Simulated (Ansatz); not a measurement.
## BeS, space group F-43m: a projected density of states, step by step

With Ansatz 0.2.0, Python API.

Run as a notebook:

```python
import warnings

import ansatz
import numpy as np
```

```python
warnings.simplefilter("ignore", ansatz.DeckWarning)
```

```python
vectors = np.array([
    [0.0, 2.425, 2.425],
    [2.425, 0.0, 2.425],
    [2.425, 2.425, 0.0],
])
system = (
    ansatz.Lattice.of(vectors)
    .atom("Be", (0.0, 0.0, 0.0))
    .atom("S", (0.25, 0.25, 0.25))
)

system.resolved().sites[-1]
```

    Site(symbol='S', position=(0.25, 0.25, 0.25), moment=None, axis=None, held=None, saved=None)

```python
job = (
    system.calculation()
    .functional("pbe")
    .basis(18 * ansatz.Ha)
    .kpoints(6, 6, 6)
    .occupations("fixed")
    .scf(extra_bands=10)
    .density_of_states(projected=True, energy_step=0.1)
)
planned = job.session().plan(threads=1)
facts = planned.describe()
print("plan:", facts["n_bands"], "bands,", len(facts["kpoints_frac"]), "k-points, plane waves", facts["n_pw_range"], "grid", facts["fft_dense"])
res = planned.execute()
r = res.report
```

    plan: 14 bands, 16 k-points, plane waves [692, 725] grid [25, 25, 25]

```python
r["n_electrons"]
```

    8.0

```python
[(site.symbol, site.position_frac.round(4).tolist()) for site in res.lattice.sites]
```

    [(<Element.BE: 'Be'>, [0.0, 0.0, 0.0]), (<Element.S: 'S'>, [0.25, 0.25, 0.25])]

```python
dos = res.density_of_states()
energy = np.asarray(dos.energies_ev) - dos.fermi_ev
curves = {}
for site in res.projected_density_of_states().sites:
    for shell in site.shells:
        weight = sum(np.sum(curve.g_bin_mean_per_ev, axis=0) for curve in shell.curves)
        name = f"{site.species} {shell.label}"
        curves[name] = curves.get(name, 0) + weight

print("E-EF   " + " ".join(f"{name:>8s}" for name in curves))
for e in np.arange(-6, 4 + 0.1, 1.0):
    print(f"{e:5.1f}  " + " ".join(f"{np.interp(e, energy, g):8.3f}" for g in curves.values()))
```

    E-EF      Be 2S     S 3S     S 3P
     -6.0     0.000    0.000    0.000
     -5.0     0.118    0.023    0.770
     -4.0     0.048    0.039    0.398
     -3.0     0.049    0.019    0.940
     -2.0     0.028    0.017    1.606
     -1.0     0.004    0.003    0.956
      0.0     0.000    0.000    0.002
      1.0     0.000    0.000    0.000
      2.0     0.000    0.000    0.000
      3.0     0.000    0.000    0.000
      4.0     0.007    0.002    0.004

Caveats:
- Semilocal gaps usually lie well under measured ones.
- The Fermi level of a run with fixed occupations marks the highest occupied state on its mesh, not mid-gap.
- Of the deposited cell: the entry's cell lengths or inner coordinates differ somewhat from later room-temperature determinations.
- The crystal has a gap of about 3.11 eV on the mesh; bins of finite width blur the band edges.
- The starting cell is as deposited in a crystallographic database; the results hold for this polymorph, which needn't be the stable one.
- Curves are summed over the cell's atoms. Only shells that the potentials hold have channels, so projections don't add up to the total, least of all where a shell is missing (p of most metals); heights and places of peaks move with the mesh.
- The density of states is complete only as far up as bands were computed.
- Hardware and time: 1.2 s on 1 thread of Arm Neoverse V2 (shared host), peak memory 0.32 GiB.

(Lines on the test bed's own set-up are left out of the output.)
